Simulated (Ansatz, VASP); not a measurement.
**WSe in VASP and in Ansatz**

```
CELL_PARAMETERS angstrom
0.00000 2.82472 2.82472
2.82472 0.00000 2.82472
2.82472 2.82472 0.00000
ATOMIC_POSITIONS crystal
W 0.00000 0.00000 0.00000
Se 0.25000 0.25000 0.25000
```

Alike in both runs: functional PBE; k mesh 12 × 12 × 12; occupations gaussian, width 0.1 eV; no spin polarisation.

Ansatz relaxed the structure, and its values are those at the end. VASP's run is a single point on that final structure, the one shown.

```csv
,VASP,Ansatz
version,VASP 6.6.1,Ansatz 0.2.0
potentials or method,"VASP PAW PBE potentials, release 64 (W_sv, Se)","scalar-relativistic, plane waves, PAW"
plane-wave cutoff (eV),520,420
valence electrons in the cell,20,30
```

VASP gave:

```
gap on the k mesh at the Fermi level (eV) : none
pressure (GPa)                            : 0.2
```

Question: What did Ansatz give for the same quantities?

Answer: gap on the k mesh at the Fermi level (eV): none; pressure (GPa): 0.0.

A gap of «none» marks a metal or a gap that the smearing closes. The functional is the same, so the differences come from potentials, cutoffs and numerics. The two sets of potentials don't hold the same shells in valence.

The runs have no spin-orbit coupling, so splittings on W are missing.
